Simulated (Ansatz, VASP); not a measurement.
# One calculation of ScAl3, two programs

The input POSCAR:

```
ScAl3
1.0
    4.0021348682      0.0000000000      0.0000000000
    0.0000000000      4.0021348682      0.0000000000
    0.0000000000      0.0000000000      4.0021348682
Sc Al
1 3
Direct
    0.0000000000      0.0000000000      0.0000000000
    0.5000000000      0.0000000000      0.5000000000
    0.0000000000      0.5000000000      0.5000000000
    0.5000000000      0.5000000000      0.0000000000
```

The input INCAR.step1:

```
SYSTEM = ScAl3
  PREC = Accurate
  ENCUT = 520
  ISMEAR = 0
  SIGMA = 0.1
  LREAL = .FALSE.
  LASPH = .TRUE.
  NELM = 60
  NBANDS = 18
  GGA = PE
  ALGO = Normal
  EDIFF = 1E-4
  LWAVE = .TRUE.
  LCHARG = .FALSE.
```

INCAR.step2

```
SYSTEM = ScAl3
  PREC = Accurate
  ENCUT = 520
  EDIFF = 1E-7
  ISMEAR = 0
  SIGMA = 0.1
  LREAL = .FALSE.
  LASPH = .TRUE.
  NELM = 60
  ALGO = Normal
  ISIF = 2
  LWAVE = .FALSE.
  LCHARG = .FALSE.
  METAGGA = R2SCAN
  LMIXTAU = .TRUE.
  NBANDS = 18
  ISTART = 1
```

File KPOINTS:

```
Automatic mesh
0
G
  10 10 10
  0 0 0
```

Input for Ansatz:

```yaml
crystal:
  lattice:
    - [4.0021348682, 0.0, 0.0]
    - [0.0, 4.0021348682, 0.0]
    - [0.0, 0.0, 4.0021348682]
  atoms:
    - { symbol: Sc, position: [0.0, 0.0, 0.0] }
    - { symbol: Al, position: [0.5, 0.0, 0.5] }
    - { symbol: Al, position: [0.0, 0.5, 0.5] }
    - { symbol: Al, position: [0.5, 0.5, 0.0] }
basis:
  ecutwfc: 500
kpoints:
  mp_grid: { grid: [10, 10, 10] }
hamiltonian:
  xc: r2scan
scf:
  occupations: { method: gaussian, width: 0.1 }
output:
  forces: true
  stress: true
  eigenvalues: true
```

Alike in both runs: task single point; functional r2SCAN; k mesh 10 × 10 × 10; occupations gaussian, width 0.1 eV; no spin polarisation.

```csv
,VASP,Ansatz
version,VASP 6.6.1,Ansatz 0.2.0
potentials or method,"VASP PAW PBE potentials, release 64 (Sc_sv, Al)","scalar-relativistic, plane waves, PAW"
plane-wave cutoff (eV),520,500
valence electrons in the cell,20,20
```

```tsv
	VASP	Ansatz	Ansatz less VASP
gap on the k mesh at the Fermi level (eV)	none	none	-
pressure (GPa)	6.6	6.6	-0.01
```

A gap of «none» marks a metal or a gap that the smearing closes.

Caveats: the PAW data sets were made with another functional, which shifts forces and pressure a little (VASP).
